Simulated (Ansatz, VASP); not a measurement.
One calculation of InP, two programs

```
P In
1.0
     4.15650    0.00000    0.00000
    -2.07825    3.59964    0.00000
     0.00000    0.00000   24.63598
P In
3 3
Direct
  0.00000 0.00000 0.34502
  0.33333 0.66667 0.48278
  0.66667 0.33333 0.62260
  0.33333 0.66667 0.37946
  0.66667 0.33333 0.51446
  0.00000 0.00000 0.65280
```

Alike in both runs: functional PBEsol; k mesh 9 × 9 × 1; occupations gaussian, width 0.05 eV; no spin polarisation.

Ansatz relaxed the structure, and its values are those at the end. VASP's run is a single point on that final structure, the one shown.

|  | VASP | Ansatz |
| --- | --- | --- |
| version | VASP 6.6.1 | Ansatz 0.2.0 |
| potentials or method | VASP PAW PBE potentials, release 64 (P, In_d) | scalar-relativistic, plane waves, PAW |
| plane-wave cutoff (eV) | 520 | 420 |
| valence electrons in the cell | 54 | 54 |

```csv
,VASP,Ansatz,Ansatz less VASP
gap on the k mesh at the Fermi level (eV),none,none,-
rms of the force components (eV/Å),0.229,0.229,+0.0005
```

A gap of «none» marks a metal or a gap that the smearing closes. Ansatz warned: «xc_potential_rough_in_thin_density».

Caveats: the PAW data sets were made with another functional, which shifts forces and pressure a little (VASP).
